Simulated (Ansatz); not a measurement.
Space group Fm-3m (No. 225). a = 3.844 Å, b = 3.844 Å, c = 3.844 Å, α = 90.00°, β = 90.00°, γ = 90.00°
| atom | site | symmetry | x | y | z |
| --- | --- | --- | --- | --- | --- |
| Ir | 4a | m-3m | 0.0000 | 0.0000 | 0.0000 |

Equation of state of this Ir structure (not necessarily the ground state), with shape and atoms relaxed at each volume where symmetry leaves them free. It has no gap at any of these volumes. These are results of Ansatz 0.2.0, DFT r2SCAN, scalar-relativistic, plane waves, PAW, not measurements.

Cutoff 500 eV; k points 18×18×18 on the computed 1-atom cell (Γ-centred); Gaussian smearing, width 0.10 eV; no spin polarisation.

```csv
V (Å³/atom),E − E(largest V) (meV/atom),P (GPa)
12.498,172.26,66.42
12.924,24.96,45.10
13.350,-70.46,27.30
13.776,-122.53,12.42
14.202,-138.39,0.00
14.628,-124.04,-10.35
15.054,-84.54,-18.97
15.622,0.00,-28.21
```

**Question.** Fit a third-order Birch–Murnaghan equation to E(V).

**Answer.** V0 = 14.20 Å³/atom, B0 = 377 GPa, B0' = 5.0.

Spin-orbit coupling is left out, which matters for the bands of heavy elements.